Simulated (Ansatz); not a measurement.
Wanted: the native input for an Ansatz 0.2.0 run.

```yaml
Task: single point
Functional: LDA
Potentials_or_basis: Ansatz PAW
Cutoff: "420 eV (not typed: the program's choice for these potentials)"
k_mesh: 8 × 8 × 4
Occupations: gaussian, width 0.05 eV
Spin: collinear spin, ferrimagnetic start
Starting_moments: "[2.0, -1.0, 0.0, 0.0] μB"
Hubbard_terms: Co d U = 7 eV
Hubbard_projectors: ortho-atomic (the default)
Double_counting: fll (the default)
```

CoO:

```
Co O
1.0
     2.85630    0.00000    0.00000
    -1.42815    2.47363    0.00000
     0.00000    0.00000    5.57521
Co O
2 2
Cartesian
  0.0000 0.0000 0.0000
  0.0000 0.0000 2.7876
  1.4281 0.8245 1.3938
  1.4281 0.8245 4.1814
```

Measurements of this composition are mostly on another form, of space group No. 225.

The cell isn't the ideal one: another cell of the same crystal, with 4 atoms.

One way to write it, as run:

input.yaml

```yaml
crystal:
  lattice:
    - [2.85629923, 0.0, 0.0]
    - [-1.42814961, 2.47362769, 0.0]
    - [0.0, 0.0, 5.57521306]
  atoms:
    - { symbol: Co, position: [0.0, 0.0, 0.0], spin: 2.0 }
    - { symbol: Co, position: [0.0, 0.0, 0.5], spin: -1.0 }
    - { symbol: O, position: [0.6666666667, 0.3333333333, 0.25] }
    - { symbol: O, position: [0.6666666667, 0.3333333333, 0.75] }
hamiltonian:
  xc: lda
  pseudopotentials: { kind: paw }
  hubbard: { sites: [{ species: Co, l: d, u_eff: 7.0 }] }
magnetization:
  spin_polarized: true
kpoints:
  mp_grid: { grid: [8, 8, 4] }
scf:
  occupations: { method: gaussian, width: 0.05 }
output:
  forces: true
  stress: true
  eigenvalues: true
```

Potentials or basis: Ansatz PAW.

Run with:

```console
$ ansatz run input.yaml --threads 2 --pin off --max-ram 5632MiB --backend cpu --events-out ev --progress --plain --runs-dir out
```

Results of the run:

```
Pressure               : -8.8 GPa
Largest force          : 0.234 eV/Å
Band gap on the k mesh : 1.58 eV
Net moment             : 0.00 μB per cell
Absolute moment        : 5.56 μB per cell
Site moments           : Co +2.59, -2.59; O +0.00 μB
```

Caveat: the magnetic or orbital state may not be the lowest; the pressure holds a Pulay correction of +0.9 GPa for the finite cutoff; the PAW data sets come from PBE, with cores solved anew for the run's functional, which leaves a small shift of forces and pressure.

Wall time 94 s on 2 threads of Intel(R) Xeon(R) Processor @ 2.70GHz (shared host), peak memory 0.95 GiB.
